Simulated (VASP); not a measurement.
Mg: elastic constants with PBE

Crystal: Mg.

```
CELL_PARAMETERS angstrom
3.20930 0.00000 0.00000
-1.60465 2.77934 0.00000
0.00000 0.00000 5.21030
ATOMIC_POSITIONS crystal
Mg 0.33333 0.66667 0.25000
Mg 0.66667 0.33333 0.75000
```

```
Program                   : VASP 6.6.1
Task                      : elastic constants
Functional                : PBE
Potentials or basis       : VASP PAW PBE potentials, release 64 (Mg)
Cutoff                    : 600 eV
k mesh                    : 15 × 15 × 8
Occupations               : gaussian, width 0.1 eV
Spin                      : no spin polarisation
Ions in elastic constants : relaxed
Further INCAR settings    : ALGO = Normal; EDIFF = 1e-08; IBRION = 6; POTIM = 0.015; NSW = 1; ISIF = 3
```

* Relaxed volume: 22.86 Å³/atom
* Relaxed cell: a = 3.206 Å, b = 3.206 Å, c = 5.135 Å, α = 90.00°, β = 90.00°, γ = 120.00°
* Space group after relaxing (to 0.05 Å): P6_3/mmc (No. 194)
* Voigt bulk modulus: 36 GPa
* Highest phonon frequency at Γ: 253 cm⁻¹

Step by step:
```
step  energy change (eV)  largest force (eV/Å)  pressure (GPa)  volume (Å³)
   1              0.0000                0.0000           -0.59        46.47
   2             -0.0019                0.0000           -0.15        45.91
   3             -0.0022                0.0000            0.08        45.61
   4             -0.0022                0.0000            0.09        45.60
   5             -0.0024                0.0000            0.05        45.65
   6             -0.0024                0.0000            0.01        45.70
   7             -0.0024                0.0000            0.01        45.70
   8             -0.0024                0.0000            0.00        45.71
```

Final structure:
```
CELL_PARAMETERS angstrom
3.20633 0.00000 0.00000
-1.60317 2.77677 0.00000
0.00000 0.00000 5.13453
ATOMIC_POSITIONS crystal
Mg 0.33333 0.66667 0.25000
Mg 0.66667 0.33333 0.75000
```

Phonon frequencies in cm⁻¹ (negative: imaginary):
| q point | frequencies |
| --- | --- |
| (0.000, 0.000, 0.000) | 0 0 0 129 129 253 |

Elastic tensor in Voigt notation (GPa, in the Cartesian axes of the cell as first typed):
```
57 33 19  0  0  0
33 57 19  0  0  0
19 19 71  0  0  0
 0  0  0 13  0  0
 0  0  0  0 13  0
 0  0  0  0  0 12
```

Clamped-ion elastic tensor (GPa):
```
60 30 19  0  0  0
30 60 19  0  0  0
19 19 71  0  0  0
 0  0  0 13  0  0
 0  0  0  0 13  0
 0  0  0  0  0 15
```

Wall time 27 min on 1 thread of AMD EPYC 7R43 64-Core Processor (Zen 3) (shared host), peak memory 0.43 GiB.
